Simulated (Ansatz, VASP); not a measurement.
# Cross-check of HgSe between VASP and Ansatz

Aim: how closely do two programs agree when they are given the same cell, functional and k mesh?

Method: plane waves, with VASP 6.6.1 beside it; single point at PBE and single point at PBE, spin-orbit coupling, in Ansatz 0.2.0.

## 1. Set-up

The structure is cubic, space group F-43m (No. 216). Conventional cell: a = 6.078 Å, b = 6.078 Å, c = 6.078 Å, α = 90.00°, β = 90.00°, γ = 90.00°. Nearest to Hg lie 4 Se at 2.63 Å. Nearest to Se lie 4 Hg at 2.63 Å. Farther neighbours and most contacts between anions are not listed.

Structure file:

```cif
data_structure
_symmetry_space_group_name_H-M 'F-43m'
_symmetry_Int_Tables_number 216
_cell_length_a 6.0780
_cell_length_b 6.0780
_cell_length_c 6.0780
_cell_angle_alpha 90.000
_cell_angle_beta 90.000
_cell_angle_gamma 90.000
_cell_volume 224.53
loop_
_atom_site_label
_atom_site_type_symbol
_atom_site_symmetry_multiplicity
_atom_site_Wyckoff_symbol
_atom_site_fract_x
_atom_site_fract_y
_atom_site_fract_z
_atom_site_occupancy
Hg1 Hg 4 a 0.00000 0.00000 0.00000 1
Se1 Se 4 c 0.25000 0.25000 0.25000 1
```

## 2. Ansatz: single point, PBE

Ansatz runs on its default PAW (the set named soft_2) files.

With cell and atoms fixed, the geometry can't cause a difference; cores, projectors, grids and the points listed under the comparison can.

File input.yaml:

```yaml
crystal:
  lattice:
    - [0.0, 3.039, 3.039]
    - [3.039, 0.0, 3.039]
    - [3.039, 3.039, 0.0]
  atoms:
    - { symbol: Hg, position: [0.0, 0.0, 0.0] }
    - { symbol: Se, position: [0.75, 0.75, 0.75] }
hamiltonian:
  xc: pbe
  pseudopotentials: { kind: paw }
kpoints:
  mp_grid: { grid: [10, 10, 10] }
scf:
  occupations: { method: gaussian, width: 0.05 }
  n_extra_bands: 4
output:
  forces: true
  stress: true
  eigenvalues: true
```

Launch:

```
> ansatz run input.yaml --threads 2 --pin off --max-ram 4608MiB --backend cpu --events-out ev --progress --plain --runs-dir out
```

Numbers of over 12 decimals in the logs are rounded to 6 here.

What it wrote:

```text
scf.n_extra_bands = 4 over 18 filled bands (N_el = 36.0): the run solves 22 bands
Engine: ansatz 0.2.0, aarch64-unknown-linux-gnu
Pseudopotentials: kind: paw
Pseudopotential: Hg, paw, valence charge 20, recommended cutoff 420 eV (normal), Hg.paw.azcp
Pseudopotential: Se, paw, valence charge 16, recommended cutoff 420 eV (normal), Se.paw.azcp
Functional definition: PBE
  parameter kappa = 0.804
  parameter beta = 0.066725
  exchange = pbe_x(kappa = kappa, mu = beta*pi^2/3)
  correlation = pbe_c(beta = beta)
Crystal: 2 atoms, lattice volume = 56.133 Å³
Basis set: ecut = 420 eV, 1067 PW (Γ), exchange–correlation on 60×60×60 points (8 copies of the dense FFT grid, shifted against one another)
Bands: 22, of which v1, the nominal top of the filled ones, is band 18 counted from 1 (17 counted from 0)
Symmetry: 24 space group operations
Space group: F-43m (ITA 216), of the structure as read, at distance tolerance 3.8e-5 Å
k-points: 47 of 1000 (time reversal used)
Non-local potential: Hg, projectors of the file, l = 0: 3, l = 1: 2, l = 2: 2, l = 3: 1
Non-local potential: Se, projectors of the file, l = 0: 2, l = 1: 2, l = 2: 3, l = 3: 1
PAW form: soft (Blöchl's): semilocal exchange-correlation on the pseudo side does not see the compensation charge
PAW one-centre angular grid: Hg, 590 points (default); XC on 64 Gauss nodes
PAW one-centre angular grid: Se, 590 points (default); XC on 64 Gauss nodes
Initial density: superposition of atomic densities (neutral atoms: chi_scale 0, normalization atom), corrected by the library's trained network
Initial wavefunctions: pseudopotential atomic-orbital guess
Functional: x = pbe(κ = 0.804, μ = 0.219515), c = pbe(β = 0.066725)
SCF iter   1: F=—  HF=-19282.888693 eV  |F-HF|=—  |Δ(HF+E_count)|=         —  Δρ=1.27e-3  dr2=1.59e-3  ethr=1.77e-3  ⟨swp⟩=6.0  Hψ=4435  notcnv=0
preconditioner: auto → none  [insulator: Δε(μ)=0.469 eV  Ē_g=11.326 eV  σ=0.050 eV  W_gap=0.67  n_scr=14 (ndim 8)  ℏωp=21.0 eV  f_vac=0.193  D(μ)=0.06/eV (n_scr^D=0)  ε∞_Penn≈4.4]
SCF iter   2: F=—  HF=-19282.889403 eV  |F-HF|=—  |Δ(HF+E_count)|=   7.09e-4  Δρ=5.06e-4  dr2=1.50e-4  ethr=4.42e-6  ⟨swp⟩=2.0  Hψ=1852  notcnv=0
SCF iter   3: F=—  HF=-19282.889460 eV  |F-HF|=—  |Δ(HF+E_count)|=   5.70e-5  Δρ=2.45e-4  dr2=3.30e-5  ethr=4.16e-7  ⟨swp⟩=2.1  Hψ=1691  notcnv=0
SCF iter   4: F=—  HF=-19282.889495 eV  |F-HF|=—  |Δ(HF+E_count)|=   3.57e-5  Δρ=8.92e-5  dr2=4.89e-6  ethr=9.16e-8  ⟨swp⟩=2.0  Hψ=1422  notcnv=0
SCF iter   5: F=—  HF=-19282.889504 eV  |F-HF|=—  |Δ(HF+E_count)|=   8.35e-6  Δρ=1.73e-5  dr2=1.50e-7  ethr=1.36e-8  ⟨swp⟩=2.0  Hψ=1458  notcnv=0
SCF iter   6: F=-19282.889504 eV  HF=-19282.889504 eV  |F-HF|=2.88e-8  |Δ(HF+E_count)|=   4.18e-7  Δρ=5.07e-6  dr2=9.68e-9  ethr=2.78e-10  ⟨swp⟩=5.5  Hψ=4411  notcnv=0
SCF 1 converged in 6 iterations: F = -19282.889504 eV  dr2 = 9.68e-9
  greatest PAW one-centre occupation: 1.000 electrons in one spin orbital (limit 2), on the Hg atom at site 0 (counted from 0), in its partial waves of l = 0
SCF converged after 6 iterations
Free energy (F): -19282.889504 eV
Harris-Foulkes:  -19282.889504 eV  (|F-HF|=2.88e-8)
Internal energy: -19282.889426 eV  (E = F + TS)
E sigma→0 (E₀):  -19282.889465 eV
Entropy (-TS):   -0.000078 eV (-0.039 meV/atom)
Fermi energy:    8.914592 eV
--- Per-component energies (eV) ---
  E_band       = -869.513913
  E_kinetic    = 722.429364
  E_local      = -5776.221059  (includes V_loc(G=0)·N_el)
  E_nonlocal   = -522.621754
  E_hartree    = 2644.552494
  E_xc         = -324.610123
  E_vxc        = -360.477805  (∫ρ·V_xc dr)
  E_paw        = -11855.652425  (= ΣΔE_a)
  E_vpaw       = -221.728344  (= ΣTr[D̂ρ^β])
  E_aug_tail   = 0.000345  (compensation charges beyond the density's cutoff)
  E_ewald      = -4170.766268
  E_smearing   = -0.000078  (= −TS)
  E_closure    = 0.000000  (closes the sum)
  Σ components = -19282.889504   (vs F -19282.889504, Δ=0.00e0)
--- Forces (eV/Å), atoms counted from 1 ---
  atom   1  Hg    -0.00000000     0.00000000     0.00000000
  atom   2  Se     0.00000000    -0.00000000     0.00000000
  max |Σ_I F_I| component: 3.70e-17 eV/Å
--- Stress (GPa, compression-positive) ---
        4.708424       0.000000      -0.000000
       -0.000000       4.708424       0.000000
        0.000000       0.000000       4.708424
  P = ⅓ Tr σ = 4.7084 GPa (47.084 kbar)
--- Band table (eV; the first three rows and the last of 47) ---
  k-point 0: bands = [... 14 lower, 2.4679, 7.9696, 8.8992, 8.8992, 8.8992, 14.3972, 14.3972, 14.3972]
  k-point 1: bands = [... 14 lower, 2.4660, 7.3098, 8.7943, 8.7943, 9.3720, 14.1290, 14.5420, 14.5420]
  k-point 2: bands = [... 14 lower, 2.4663, 6.2236, 8.5351, 8.5351, 9.8548, 14.0542, 14.8588, 14.8588]
  k-point 46: bands = [... 14 lower, 3.0660, 3.6179, 6.1896, 6.4844, 12.4368, 13.5661, 15.5525, 16.4701]
```

The job ended after 4 s (2 threads of Arm Neoverse N1, shared host; peak memory 0.37 GiB).

The run ends at a pressure of 4.71 GPa.

## 3. VASP: single point, PBE

The same cell, functional, mesh and smearing now go to VASP, with its own data sets and cutoff.

Lines of VASP's logs that name or quote its potential files are left out, and so is its time.

File INCAR:

```
SYSTEM = HgSe
PREC = Accurate
ENCUT = 400
EDIFF = 1E-07
NELM = 100
ISMEAR = 0
SIGMA = 0.05
LREAL = .FALSE.
ALGO = Normal
GGA = PE
NBANDS = 36
LWAVE = .FALSE.
LCHARG = .FALSE.
KPAR = 4
LOPTICS = .TRUE.
NEDOS = 2000
CSHIFT = 0.15
```

File POSCAR:

```
HgSe
1.0
    0.0000000000      3.0390000000      3.0390000000
    3.0390000000      0.0000000000      3.0390000000
    3.0390000000      3.0390000000      0.0000000000
Hg Se
1 1
Direct
    0.0000000000      0.0000000000      0.0000000000
    0.7500000000      0.7500000000      0.7500000000
```

File KPOINTS:

```
Automatic mesh
0
Gamma
10 10 10
0 0 0
```

Potentials, in the order of the species: Hg and Se (PBE family, release 64).

Launch:

```
> mpirun -np 4 vasp_std
```

What it wrote:

```text
[banner, memory and clock lines left out]
running    4 mpi-ranks, on    1 nodes
 distrk:  each k-point on    1 cores,    4 groups
 distr:  one band on    1 cores,    1 groups

 POSCAR found type information on POSCAR HgSe
 POSCAR found :  2 types and       2 ions
 LDA part: xc-table for (Slater+PW92), standard interpolation
 POSCAR, INCAR and KPOINTS ok, starting setup
 FFT: planning ... GRIDC
 FFT: planning ... GRID_SOFT
 FFT: planning ... GRID
 WAVECAR not read
 entering main loop
       N       E                     dE             d eps       ncg     rms          rms(c)
DAV:   1     0.123383474395E+03    0.12338E+03   -0.61528E+03  3440   0.362E+02
DAV:   2     0.103402618595E+01   -0.12235E+03   -0.10517E+03  4036   0.126E+02
DAV:   3    -0.430102945344E+01   -0.53351E+01   -0.52887E+01  4112   0.286E+01
DAV:   4    -0.431765356112E+01   -0.16624E-01   -0.16622E-01  3960   0.167E+00
DAV:   5    -0.431769145685E+01   -0.37896E-04   -0.37895E-04  4008   0.743E-02    0.808E+00
DAV:   6    -0.402440389677E+01    0.29329E+00   -0.13909E-01  3992   0.439E+00    0.623E+00
DAV:   7    -0.400886134683E+01    0.15543E-01   -0.39571E-02  4060   0.879E-01    0.279E+00
DAV:   8    -0.400808428519E+01    0.77706E-03   -0.10532E-02  3908   0.571E-01    0.226E-01
DAV:   9    -0.400797949593E+01    0.10479E-03   -0.41971E-04  4060   0.139E-01    0.110E-01
DAV:  10    -0.400801093429E+01   -0.31438E-04   -0.46444E-05  3888   0.354E-02    0.289E-02
DAV:  11    -0.400802325240E+01   -0.12318E-04   -0.87000E-06  3928   0.121E-02    0.429E-03
DAV:  12    -0.400802410902E+01   -0.85661E-06   -0.69678E-07  4032   0.380E-03    0.371E-03
DAV:  13    -0.400802417790E+01   -0.68887E-07   -0.16391E-07  3864   0.213E-03
   1 F= -.40080242E+01 E0= -.40079850E+01  d E =-.782971E-04
 optical routines
 imaginary and real dielectric function
 recalculating local potential from charge density
 direction            1
 direction            2
 direction            3
```

OUTCAR, selected parts (step 3):

```text
ion  position               nearest neighbor table
   1  0.000  0.000  0.000-   2 2.63   2 2.63   2 2.63   2 2.63
   2  0.750  0.750  0.750-   1 2.63   1 2.63   1 2.63   1 2.63

  LATTYP: Found a face centered cubic cell.
 ALAT       =     6.0780000000

 Subroutine GETGRP returns: Found 24 space group operations
 (whereof 24 operations were pure point group operations)

The static configuration has the point symmetry T_d .

 Found     47 irreducible k-points:

   k-points           NKPTS =     47   k-points in BZ     NKDIM =     47   number of bands    NBANDS=     36

   dimension x,y,z NGX =    28 NGY =   28 NGZ =   28
   dimension x,y,z NGXF=    56 NGYF=   56 NGZF=   56

   ENCUT  =  400.0 eV  29.40 Ry    5.42 a.u.   7.01  7.01  7.01*2*pi/ulx,y,z

   NELECT =      18.0000    total number of electrons

 k-points in reciprocal lattice and weights: Automatic mesh
   0.00000000  0.00000000  0.00000000       0.001
   0.10000000  0.00000000  0.00000000       0.008
   0.20000000  0.00000000  0.00000000       0.008
   0.30000000  0.00000000  0.00000000       0.008
   0.40000000  0.00000000  0.00000000       0.008
   0.50000000  0.00000000  0.00000000       0.004
   0.10000000  0.10000000  0.00000000       0.006
   0.20000000  0.10000000  0.00000000       0.024
   0.30000000  0.10000000  0.00000000       0.024
[...]
-0.30000000  0.40000000  0.20000000       0.024
  -0.30000000  0.50000000  0.20000000       0.012

 average (electrostatic) potential at core
       1 -41.2988       2 -56.4917

 E-fermi :   1.7858

 k-point     1 :       0.0000    0.0000    0.0000
  band No.  band energies     occupation
    ...
      6      -4.6683      2.00000
      7       0.8344      2.00000
      8       1.7704      1.33672
      9       1.7704      1.33672
     10       1.7704      1.33672
     11       7.2569      0.00000
     12       7.2569      0.00000
     13       7.2569      0.00000
     14      10.2877      0.00000
     15      13.0874      0.00000
    ...

 k-point     2 :       0.1000    0.0000    0.0000
  band No.  band energies     occupation
    ...
      5      -4.6701      2.00000
      6      -4.6701      2.00000
      7       0.1726      2.00000
      8       1.6650      1.99937
      9       1.6650      1.99937
     10       2.2439      0.00000
     11       6.9958      0.00000
     12       7.4025      0.00000
     13       7.4025      0.00000
     14      11.0083      0.00000
    ...

 k-point     3 :       0.2000    0.0000    0.0000
  band No.  band energies     occupation
    ...
      5      -4.6698      2.00000
      6      -4.6698      2.00000
      7      -0.9159      2.00000
      8       1.4051      2.00000
      9       1.4051      2.00000
     10       2.7247      0.00000
     11       6.9335      0.00000
     12       7.7200      0.00000
     13       7.7200      0.00000
     14      11.5384      0.00000
    ...

  Total        1.7515861      1.7515861      1.7515861      0.0000000      0.0000000     -0.0000000
  in kB       49.9942406     49.9942406     49.9942406      0.0000000      0.0000000     -0.0000000
  external PRESSURE =      49.9942406 kB  Pullay stress =       0.0000000 kB

  energy-cutoff  :      400.00
  volume of cell :       56.13
      direct lattice vectors                 reciprocal lattice vectors
     0.000000000  3.039000000  3.039000000    -0.164527805  0.164527805  0.164527805
     3.039000000  0.000000000  3.039000000     0.164527805 -0.164527805  0.164527805
     3.039000000  3.039000000  0.000000000     0.164527805  0.164527805 -0.164527805

 POSITION                                       TOTAL-FORCE (eV/Angst)
 -----------------------------------------------------------------------------------
      0.00000      0.00000      0.00000         0.000000      0.000000      0.000000
      4.55850      4.55850      4.55850        -0.000000     -0.000000     -0.000000
 -----------------------------------------------------------------------------------
    total drift:                                0.000000      0.000000      0.000000

  FREE ENERGIE OF THE ION-ELECTRON SYSTEM (eV)
  ---------------------------------------------------
  free  energy   TOTEN  =        -4.0080241779 eV

  energy  without entropy=       -4.0079458808  energy(sigma->0) =       -4.00798503

 plasma frequency squared (from intraband transitions) (eV^2)
  --------------------------------------------------------------------------------------
       0.002       0.000       0.000
       0.000       0.002       0.000
       0.000      -0.000       0.002

[... 3 further parts left out ...]
```

The intraband (Drude) part is not in this spectrum.

## 4. Comparison

Known differences besides the potentials themselves: the data sets hold 36 valence electrons in Ansatz (default PAW (the set named soft_2) files) and 18 in VASP; the cutoff is 420 eV in Ansatz and 400 eV in VASP; VASP leaves aspherical gradient terms in its spheres out (LASPH is not set), Ansatz keeps them. Total energies have different zeros and are not compared.

Compared:

| quantity | Ansatz | VASP | difference |
| --- | --- | --- | --- |
| pressure (GPa) | 4.71 | 5.00 | -0.29 |

## 5. VASP: single point, PBE, spin-orbit coupling

A single point gives forces, pressure and levels at one fixed geometry, so differences don't come from the geometry; what else differs is listed under the comparison.

Edit INCAR of step 3 so:

```diff
@@ -10,3 +10,8 @@
 GGA = PE
-NBANDS = 36
+LNONCOLLINEAR = .TRUE.
+MAGMOM = 0 0 0 0 0 0
+NBANDS = 72
+GGA_COMPAT = .FALSE.
+LASPH = .TRUE.
+LSORBIT = .TRUE.
 LWAVE = .FALSE.
```

POSCAR is that of step 3.

File KPOINTS:

```
Automatic mesh
0
Gamma
8 8 8
0 0 0
```

Launch:

```
> mpirun -np 4 vasp_ncl
```

What it wrote:

```text
[... set-up lines as in an earlier step ...]
 entering main loop
       N       E                     dE             d eps       ncg     rms          rms(c)
DAV:   1     0.136129624422E+03    0.13613E+03   -0.57464E+03  6248   0.363E+02
DAV:   2     0.293211813986E+01   -0.13320E+03   -0.11202E+03  7128   0.130E+02
DAV:   3    -0.458713218729E+01   -0.75193E+01   -0.74247E+01  7384   0.347E+01
DAV:   4    -0.461990317776E+01   -0.32771E-01   -0.32763E-01  7160   0.240E+00
[...]
DAV:  13    -0.431627131135E+01   -0.44185E-06   -0.35149E-07  7312   0.253E-03    0.314E-03
DAV:  14    -0.431627147929E+01   -0.16793E-06   -0.85389E-08  6840   0.106E-03    0.173E-03
DAV:  15    -0.431627146438E+01    0.14904E-07   -0.42317E-08  6760   0.974E-04
   1 F= -.43162715E+01 E0= -.43162155E+01  d E =-.111936E-03  mag=    -0.0000     0.0000    -0.0000
 optical routines
 imaginary and real dielectric function
 recalculating local potential from charge density
 direction            1
 direction            2
 direction            3
```

From OUTCAR (step 5):

```text
  Total        1.6113257      1.6113257      1.6113257     -0.0000000      0.0000000     -0.0000000
  in kB       45.9908919     45.9908919     45.9908919     -0.0000000      0.0000000     -0.0000000
  external PRESSURE =      45.9908919 kB  Pullay stress =       0.0000000 kB

 POSITION                                       TOTAL-FORCE (eV/Angst)
 -----------------------------------------------------------------------------------
      0.00000      0.00000      0.00000        -0.000000      0.000000     -0.000000
      4.55850      4.55850      4.55850         0.000000     -0.000000      0.000000
 -----------------------------------------------------------------------------------
    total drift:                                0.000000      0.000000      0.000000

  FREE ENERGIE OF THE ION-ELECTRON SYSTEM (eV)
  ---------------------------------------------------
  free  energy   TOTEN  =        -4.3162714644 eV

  energy  without entropy=       -4.3161595285  energy(sigma->0) =       -4.31621550

[... 1 part as in an earlier step ...]

[... 2 further parts left out ...]
[key lines of the parts left out:]
E-fermi :   1.8466
```

The k-mesh is coarse for a metal.

## 6. Ansatz: single point, PBE, spin-orbit coupling

The same cell, functional, mesh and smearing now go to Ansatz, which takes its cutoff from its data sets.

input.yaml, the sections that differ from step 2:

```yaml
hamiltonian:
  xc: pbe
  pseudopotentials: { kind: paw_fr }
magnetization:
  noncollinear: true
  spin_orbit: true
kpoints:
  mp_grid: { grid: [8, 8, 8] }
scf:
  occupations: { method: gaussian, width: 0.05 }
  n_extra_bands: 8
# crystal, output: as in step 2
```

Launch:

```
> ansatz run input.yaml --threads 2 --pin off --max-ram 4608MiB --backend cpu --events-out ev --progress --plain --runs-dir out
```

What it wrote:

```text
[...]
non-collinear run that drives no moment, with spin-orbit: no starting moment large enough to seed its density (crystal.atoms[].spin), no starting occupations that ask for one, no magnetisation constraint and no magnetic field, so the semilocal B_xc is pinned to zero
Crystal: 2 atoms, lattice volume = 56.133 Å³
[...]
k-point 0: bands = [... 32 lower, 8.7539, 8.7539, 8.9852, 8.9852, 8.9852, 8.9852, 13.3652, 13.3652, ... 4 higher]
  k-point 1: bands = [... 32 lower, 8.6497, 8.6497, 8.7790, 8.8766, 9.5200, 9.5200, 13.5037, 13.5037, ... 4 higher]
  k-point 2: bands = [... 32 lower, 8.2854, 8.2854, 8.4053, 8.5413, 9.9564, 9.9564, 14.0086, 14.0086, ... 4 higher]
  k-point 28: bands = [... 32 lower, 5.9725, 6.2583, 6.4175, 6.5536, 12.4300, 12.6267, 13.9660, 14.0701, ... 4 higher]
[key lines of the parts left out:]
SCF converged after 7 iterations
Magnetization: |M| = 0.0000 μB,  M = (+0.0000, +0.0000, +0.0000) μB
Free energy (F): -19323.709288 eV
Fermi energy:    8.985413 eV
P = ⅓ Tr σ = 4.1187 GPa (41.187 kbar)
```

Run time: 12 s. Hardware: 2 threads; peak memory 0.53 GiB; 24 s of CPU time.

The run ends at a pressure of 4.12 GPa.

## 7. Comparison

What differs besides the data sets and the points named for the pairs above, as far as they apply: spin-orbit coupling enters by fully relativistic files in Ansatz and inside the spheres in VASP; the data sets hold 36 valence electrons in Ansatz (fully relativistic PAW (standard-fr) files) and 18 in VASP. Total energies have different zeros and are not compared.

Both answers:

| quantity | Ansatz | VASP | difference |
| --- | --- | --- | --- |
| pressure (GPa) | 4.12 | 4.60 | -0.48 |

## 8. Outcome

```json
{
  "difference in pressure (single point, PBE)": "-0.29 GPa",
  "difference in pressure (single point, PBE, spin-orbit coupling)": "-0.48 GPa"
}
```

**Reading.** The difference in pressure is -0.48 GPa (single point, PBE, spin-orbit coupling), within the 1 GPa picked in this series as the mark of a large difference. Such differences can come from data sets, numerical settings and the points named under the comparisons, not from the functional's error against experiment.

[Lines on the potential files, build, host, timing and source positions are cut from VASP's logs without a mark.]

[Logs are printed without paths, hosts, clocks, repeated set-up lines and the standing remarks that a program may print on its own settings, such as how far it seeks lower states.]

[Hosts, paths, dates, database ids (printed as entryN), source tags and the programs' standing remarks are cut or masked in the printed files.]
